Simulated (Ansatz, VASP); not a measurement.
# LiF in VASP and in Ansatz

The input INCAR:

```
SYSTEM = LiF
ALGO = Normal
EDIFF = 1E-6
ENCUT = 520
GGA = PE
ISIF = 2
ISMEAR = -5
LASPH = .True.
LCHARG = .False.
LREAL = .False.
LWAVE = .False.
NBANDS = 12
NELM = 100
PREC = Accurate
SIGMA = 0.05
```

The input KPOINTS:

```
k-points
0
Gamma
  10 10 10
  0 0 0
```

Contents of POSCAR:

```
LiF
1.0
    0.0000000000      2.0140000000      2.0140000000
    2.0140000000      0.0000000000      2.0140000000
    2.0140000000      2.0140000000      0.0000000000
Li F
1 1
Direct
    0.0000000000      0.0000000000      0.0000000000
    0.4844836147      0.4844836147      0.5155163853
```

Input for Ansatz:

```yaml
crystal:
  lattice:
    - [0.0, 2.014, 2.014]
    - [2.014, 0.0, 2.014]
    - [2.014, 2.014, 0.0]
  atoms:
    - { symbol: Li, position: [0.0, 0.0, 0.0] }
    - { symbol: F, position: [0.4844836147, 0.4844836147, 0.5155163853] }
basis:
  ecutwfc: 420
  xc_grid: 2
kpoints:
  mp_grid: { grid: [10, 10, 10] }
hamiltonian:
  xc: pbe
scf:
  occupations: { method: tetrahedron }
output:
  forces: true
  eigenvalues: true
  stress: true
```

Alike in both runs: task single point; functional PBE; k mesh 10 × 10 × 10; occupations tetrahedron; no spin polarisation.

|  | VASP | Ansatz |
| --- | --- | --- |
| version | VASP 6.6.1 | Ansatz 0.2.0 |
| potentials or method | VASP PAW PBE potentials, release 64 (Li_sv, F) | scalar-relativistic, plane waves, PAW |
| plane-wave cutoff (eV) | 520 | 420 |
| valence electrons in the cell | 10 | 10 |

Ansatz gave:

* gap on the k mesh at the Fermi level (eV): 9.08
* rms of the force components (eV/Å): 0.059

Question: Which values does VASP return?

Answer: gap on the k mesh at the Fermi level (eV): 9.08; rms of the force components (eV/Å): 0.063.

Atom by atom the forces differ by 0.003 eV/Å (rms over components). Ansatz warned: «band_table_not_solved_further».

 A k mesh can miss the band edges. Expect the measured gap to be larger: semilocal functionals such as PBE lack the derivative discontinuity.
